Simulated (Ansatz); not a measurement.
# Na: response to strain

Na is deformed so: xy engineering shear strain of -4 %. What stress and forces result, by LAPW, PAW and all-electron datasets made for the crystal?

Program: Ansatz 0.2.0. Level of theory: DFT PBE, scalar-relativistic. These are calculated values, not measurements.

### Step 1. The starting structure

The structure is hexagonal, space group P6_3/mmc (No. 194). The conventional cell has a = 3.767 Å, b = 3.767 Å, c = 6.154 Å, α = 90.00°, β = 90.00°, γ = 120.00°. Na (site symmetry -6m2) is surrounded by 12 Na at 3.77 Å.

Structure file:

```cif
data_structure
_symmetry_space_group_name_H-M 'P 1'
_symmetry_Int_Tables_number 1
_cell_length_a 3.7670
_cell_length_b 3.7670
_cell_length_c 6.1540
_cell_angle_alpha 90.000
_cell_angle_beta 90.000
_cell_angle_gamma 120.000
_cell_volume 75.63
loop_
_atom_site_label
_atom_site_type_symbol
_atom_site_fract_x
_atom_site_fract_y
_atom_site_fract_z
_atom_site_occupancy
Na1 Na 0.33333 0.66667 0.25000 1
Na2 Na 0.66667 0.33333 0.75000 1
```

Atoms are numbered in the order of the input: Na1, Na2.

### Step 2. After the deformation

Space group P6_3/mmc before, P2_1/m after.

### Step 3. LAPW, all electrons

Contents of input.yaml:

```yaml
crystal:
  lattice:
    - [3.7670009976, -0.07534002, 0.0]
    - [-1.94874687, 3.29998857, 0.0]
    - [0.0, 0.0, 6.154]
  atoms:
    - { symbol: Na, position: [0.3333333333, 0.6666666667, 0.25] }
    - { symbol: Na, position: [0.6666666667, 0.3333333333, 0.75] }
kpoints:
  mp_grid: { grid: [11, 11, 6] }
scf:
  occupations: { method: fermi_dirac, width: 0.05 }
hamiltonian:
  xc: pbe
  pseudopotentials: { kind: all_electron, lapw: { basis_error: 0.0005 } }
output:
  forces: true
  stress: true
  eigenvalues: true
```

Launch:

```sh
> ansatz run input.yaml --threads 1 --pin off --max-ram 2048MiB --backend cpu --events-out ev --progress --plain --runs-dir out
```

Standard output, cut to the lines that bear on the results:

```text
LAPW: plane waves up to 4.700 Å⁻¹, error target 5.0e-4 eV per atom; small_component_spin mean_spin; Na in spheres of 1.851 Å, 9 of its electrons in bands, Dirac shells []
[...]
Pseudopotentials: kind: all_electron
Pseudopotential: Na, LAPW, valence charge 9, Koelling and Harmon's equation, gaussian nucleus
Functional definition: PBE
[...]
Crystal: 2 atoms, lattice volume = 75.597 Å³
Basis set: ecut = 84.16354655554339 eV, 135 PW (Γ), exchange–correlation at level 2
Bands: 13, of which v1, the nominal top of the filled ones, is band 9 counted from 1 (8 counted from 0)
Symmetry: 4 space group operations
Space group: P21/m (ITA 11), of the structure as read, at distance tolerance 4.2e-5 Å
k-points: 244 of 726
[...]
SCF iter   1: F=—  HF=-8840.145863 eV  |F-HF|=—  |Δ(HF+E_count)|=         —  Δρ=1.89e-3  dr2=3.65e-3  ethr=2.03e-5  ⟨swp⟩=4.0  Hψ=24979  notcnv=0
[...]
SCF iter   7: F=-8840.144751 eV  HF=-8840.144751 eV  |F-HF|=5.01e-9  |Δ(HF+E_count)|=   1.54e-7  Δρ=3.30e-6  dr2=1.55e-8  ethr=1.37e-9  ⟨swp⟩=2.9  Hψ=9722  notcnv=0
[...]
SCF converged after 7 iterations
Free energy (F): -8840.144751 eV
[...]
E sigma→0 (E₀):  -8840.139572 eV
Entropy (-TS):   -0.010358 eV (-5.179 meV/atom)
Fermi energy:    1.531360 eV
[...]
--- Forces (eV/Å), atoms counted from 1 ---
  atom   1  Na     0.01383960    -0.00010917     0.00000000
  atom   2  Na    -0.01383960     0.00010917     0.00000000
[...]
--- Stress (GPa, compression-positive) ---
       -0.208684       0.079994       0.000000
        0.079994      -0.192123       0.000000
        0.000000       0.000000       0.024683
  P = ⅓ Tr σ = -0.1254 GPa (-1.254 kbar)
--- Band table (eV; the first three rows and the last of 244) ---
  k-point 0: bands = ["-51.4969", "-51.4952", "-23.4349", "-23.4081", "-23.4072", "-23.4035", "-23.4027", "-23.4024", "-1.7218", "2.0624", "2.4515", "11.0652", "11.3495"]
[...]
```

Run time: 13 s. Hardware: 1 thread of Arm Neoverse V2, shared host; peak memory 0.33 GiB.

Read from it: pressure -0.13 GPa; no gap; largest force 0.014 eV/Å.

### Step 4. Frozen-core PAW

Changes to input.yaml since step 3:

```diff
@@ -14,3 +14,3 @@
   xc: pbe
-  pseudopotentials: { kind: all_electron, lapw: { basis_error: 0.0005 } }
+  pseudopotentials: { kind: paw }
 output:
@@ -19 +19,6 @@
   eigenvalues: true
+  efg: { contact_densities: true }
+  write_density: true
+  write_potential: true
+  elf: true
+  volumetric_format: npy
```

Launch:

```sh
> ansatz run input.yaml --threads 1 --pin off --max-ram 2048MiB --backend cpu --events-out ev --progress --plain --runs-dir out
```

Standard output, cut to the lines that bear on the results:

```text
[...]
Pseudopotentials: kind: paw
Pseudopotential: Na, paw, valence charge 9, recommended cutoff 420 eV (normal)
Functional definition: PBE
[...]
Crystal: 2 atoms, lattice volume = 75.597 Å³
Basis set: ecut = 420 eV, 1477 PW (Γ), exchange–correlation on 54×54×90 points (8 copies of the dense FFT grid, shifted against one another)
Bands: 13, of which v1, the nominal top of the filled ones, is band 9 counted from 1 (8 counted from 0)
Symmetry: 4 space group operations
Space group: P21/m (ITA 11), of the structure as read, at distance tolerance 4.2e-5 Å
k-points: 244 of 726
[...]
SCF iter   1: F=—  HF=-2972.831124 eV  |F-HF|=—  |Δ(HF+E_count)|=         —  Δρ=5.56e-4  dr2=1.30e-4  ethr=1.77e-3  ⟨swp⟩=4.1  Hψ=16112  notcnv=0
[...]
--- Forces (eV/Å), atoms counted from 1 ---
  atom   1  Na     0.01382864    -0.00010942     0.00000000
  atom   2  Na    -0.01382864     0.00010942     0.00000000
[...]
--- Stress (GPa, compression-positive) ---
       -0.218675       0.079994       0.000000
        0.079994      -0.202090       0.000000
        0.000000       0.000000       0.014505
  P = ⅓ Tr σ = -0.1354 GPa (-1.354 kbar)
--- PAW observables at the nuclei: V_zz in 10²¹ V/m², potentials from the cell's mean, atoms counted from 1 ---
  atom   1  Na V_zz =    +0.054363   η = 0.5271   by run symmetry: allowed
            electrostatic potential = -971.425321 V   contact ρ = 5906.778283 e/Å³
  atom   2  Na V_zz =    +0.054363   η = 0.5271   by run symmetry: allowed
            electrostatic potential = -971.425321 V   contact ρ = 5906.778283 e/Å³
--- Band table (eV; the first three rows and the last of 244) ---
  k-point 0: bands = ["-51.3495", "-51.3479", "-23.2868", "-23.2600", "-23.2591", "-23.2554", "-23.2546", "-23.2543", "-1.5779", "2.2051", "2.5952", "11.2087", "11.4916"]
[...]
```

Wall time 13 s (1 thread of Arm Neoverse V2, shared host); peak memory 0.46 GiB.

Read from it: pressure -0.14 GPa; no gap; largest force 0.014 eV/Å; Vzz Na1 0.05 (η = 0.53) (10²¹ V/m²).

Density in a lattice plane of the grid's cell (edges 3.77 and 6.15 Å, at 0.333 of the third edge), which holds Na.

Ten even steps from '0' (0.03 e/Å³) to '9' (18.04 e/Å³):
```
00000000000000
00000000000000
00000000010000
00000000365100
00000001598300
00000000365100
00000000010000
00000000000000
00000000000000
00000000000000
00000000000000
00000000000000
00000000000000
00000000000000
00000000000000
00000000000000
00000000000000
00000000000000
00000000000000
00000000000000
```
Columns run along the first of these edges and rows up along the second, over one cell in 14 and 20 even steps from the bottom left corner. Atoms in the plane (fractional): Na at (0.67, 0.75).

ELF in the same plane.

Values, 12 rows by 8 columns:
```
0.28 0.51 0.47 0.16 0.03 0.07 0.05 0.05
0.06 0.42 0.30 0.03 0.33 0.61 0.58 0.15
0.04 0.36 0.22 0.04 0.55 0.30 0.45 0.36
0.06 0.42 0.30 0.03 0.33 0.59 0.57 0.15
0.28 0.51 0.47 0.15 0.03 0.05 0.04 0.04
0.48 0.47 0.47 0.46 0.32 0.21 0.24 0.38
0.26 0.15 0.18 0.36 0.51 0.55 0.55 0.47
0.05 0.03 0.04 0.13 0.42 0.56 0.53 0.27
0.03 0.03 0.03 0.08 0.36 0.55 0.50 0.18
0.05 0.03 0.04 0.13 0.42 0.56 0.53 0.27
0.26 0.15 0.19 0.36 0.51 0.55 0.54 0.47
0.49 0.48 0.48 0.46 0.33 0.20 0.23 0.40
```
Columns run along the first of these edges and rows up along the second, over one cell in 8 and 12 even steps from the bottom left corner. Atoms in the plane (fractional): Na at (0.67, 0.75).

Both are smooth fields of the valence electrons: close to the nuclei they are not physical.

Outside the cores ELF peaks at 0.57 between the atoms, 2.2 Å from Na.

### Step 5. All-electron PAW on datasets made for the crystal

Changes to input.yaml since step 4:

```diff
@@ -14,3 +14,3 @@
   xc: pbe
-  pseudopotentials: { kind: paw }
+  pseudopotentials: { kind: all_electron, datasets: crystal }
 output:
@@ -20,5 +20 @@
   efg: { contact_densities: true }
-  write_density: true
-  write_potential: true
-  elf: true
-  volumetric_format: npy
```

Launch:

```sh
> ansatz run input.yaml --threads 1 --pin off --max-ram 2048MiB --backend cpu --events-out ev --progress --plain --runs-dir out
```

Standard output, cut to the lines that bear on the results:

```text
[...]
Pseudopotentials: kind: all_electron
Pseudopotential: Na, paw, valence charge 9, recommended cutoff 160 eV (normal), Koelling and Harmon's equation, gaussian nucleus
Functional definition: PBE
[...]
Crystal: 2 atoms, lattice volume = 75.597 Å³
Basis set: ecut = 160 eV, 345 PW (Γ), exchange–correlation on 32×32×54 points (8 copies of the dense FFT grid, shifted against one another)
Bands: 13, of which v1, the nominal top of the filled ones, is band 9 counted from 1 (8 counted from 0)
Symmetry: 4 space group operations
Space group: P21/m (ITA 11), of the structure as read, at distance tolerance 4.2e-5 Å
k-points: 244 of 726
[...]
SCF iter   1: F=—  HF=-8840.155268 eV  |F-HF|=—  |Δ(HF+E_count)|=         —  Δρ=3.49e-3  dr2=1.90e-2  ethr=1.07e-4  ⟨swp⟩=5.1  Hψ=21934  notcnv=0
[...]
--- Forces (eV/Å), atoms counted from 1 ---
  atom   1  Na     0.01385050    -0.00010468     0.00000000
  atom   2  Na    -0.01385050     0.00010468     0.00000000
[...]
--- Stress (GPa, compression-positive) ---
       -0.209577       0.080120       0.000000
        0.080120      -0.193003       0.000000
        0.000000       0.000000       0.023721
  P = ⅓ Tr σ = -0.1263 GPa (-1.263 kbar)
--- PAW observables at the nuclei: V_zz in 10²¹ V/m², potentials from the cell's mean, atoms counted from 1 ---
  atom   1  Na V_zz =    +0.056574   η = 0.5221   by run symmetry: allowed
            electrostatic potential = -971.391744 V   contact ρ = 5909.617498 e/Å³
  atom   2  Na V_zz =    +0.056574   η = 0.5221   by run symmetry: allowed
            electrostatic potential = -971.391744 V   contact ρ = 5909.617498 e/Å³
--- Band table (eV; the first three rows and the last of 244) ---
  k-point 0: bands = ["-51.4972", "-51.4956", "-23.4353", "-23.4084", "-23.4076", "-23.4038", "-23.4031", "-23.4028", "-1.7218", "2.0625", "2.4515"]
[...]
```

Wall time 16 s (1 thread of Arm Neoverse V2, shared host); peak memory 0.47 GiB.

Result: pressure -0.13 GPa; no gap; largest force 0.014 eV/Å; Vzz Na1 0.06 (η = 0.52) (10²¹ V/m²).

### Step 6. Stress and forces compared

Stress (GPa, compression positive):

| method | xx | yy | zz | yz | xz | xy |
| --- | --- | --- | --- | --- | --- | --- |
| LAPW | -0.21 | -0.19 | 0.02 | 0.00 | 0.00 | 0.08 |
| PAW | -0.22 | -0.20 | 0.01 | 0.00 | 0.00 | 0.08 |
| crystal datasets | -0.21 | -0.19 | 0.02 | 0.00 | 0.00 | 0.08 |

Forces (eV/Å):

| atom | LAPW x | LAPW y | LAPW z | PAW x | PAW y | PAW z | crystal datasets x | crystal datasets y | crystal datasets z |
| --- | --- | --- | --- | --- | --- | --- | --- | --- | --- |
| Na1 | 0.014 | 0.000 | 0.000 | 0.014 | 0.000 | 0.000 | 0.014 | 0.000 | 0.000 |
| Na2 | -0.014 | 0.000 | 0.000 | -0.014 | 0.000 | 0.000 | -0.014 | 0.000 | 0.000 |

```
          method  pressure (GPa)  largest force (eV/Å)  Vzz Na1 (10²¹ V/m²)  SCF cycles, by the record's count  time
            LAPW           -0.13                 0.014                    –                                  7  13 s
             PAW           -0.14                 0.014                 0.05                                  6  13 s
crystal datasets           -0.13                 0.014                 0.06                                  8  16 s
```

### Step 7. What came out

| quantity | value |
| --- | --- |
| pressure | LAPW -0.13, PAW -0.14, crystal datasets -0.13 GPa |
| largest shear or deviatoric stress (LAPW) | 0.15 GPa |

The largest part of the stress beyond the pressure is 0.15 GPa in size, in the zz component; the atoms are carried along and not relaxed. No run of the undeformed cell stands beside it, so pressure and stress hold what the given cell had before the change, as far as its symmetry allows. PAW: stress within 0.02 GPa of LAPW. Crystal datasets: stress within 0.01 GPa of LAPW.
